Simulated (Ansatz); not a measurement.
# Ionic part of the dielectric constant of ZrO2 at -1 GPa, mode by mode

Computed with DFT PBE, scalar-relativistic, plane waves, PAW in Ansatz. Plane waves to 420 eV; Γ-centred k mesh 8×8×8; fixed occupations. No spin polarisation. Phonons by linear response, acoustic sum rule imposed.

It takes space group Fm-3m (No. 225, cubic). The conventional cell has a = 5.123 Å, b = 5.123 Å, c = 5.123 Å, α = 90.00°, β = 90.00°, γ = 90.00°. Around Zr (site symmetry m-3m) lie 8 O at 2.22 Å. Around O (site symmetry -43m) lie 4 Zr at 2.22 Å.

The primitive cell has V = 33.62 Å³ and ε∞,zz = 5.821. Each polar mode adds Δε = (4.92064×10⁷/V)·S/ν² along z, with S its oscillator strength in e²/amu, ν in cm⁻¹ and V in Å³.

**Question.** From these modes, find each Δε and ε0,zz.
| ν (cm⁻¹) | S_zz (e²/amu) |
| --- | --- |
| 214.6 | 1.394 |

**Answer.**
```json
{"ν (cm⁻¹)": "214.6", "Δε": "44.31"}
```

The sum is 44.308, so ε0,zz = 50.13; the run's tensor has 50.13.

**Question.** Where do the longitudinal modes lie for a wave vector along z?

**Answer.** At 630 cm⁻¹. The Lyddane–Sachs–Teller product Π(ν_LO/ν_TO)² = 8.61 matches ε0/ε∞ = 8.61.

This fluorite-type form isn't the usual stable structure of the compound.

Cost: 1 run of about 0.22 core-minutes, on Intel Xeon 6975P-C (Granite Rapids) (shared hosts).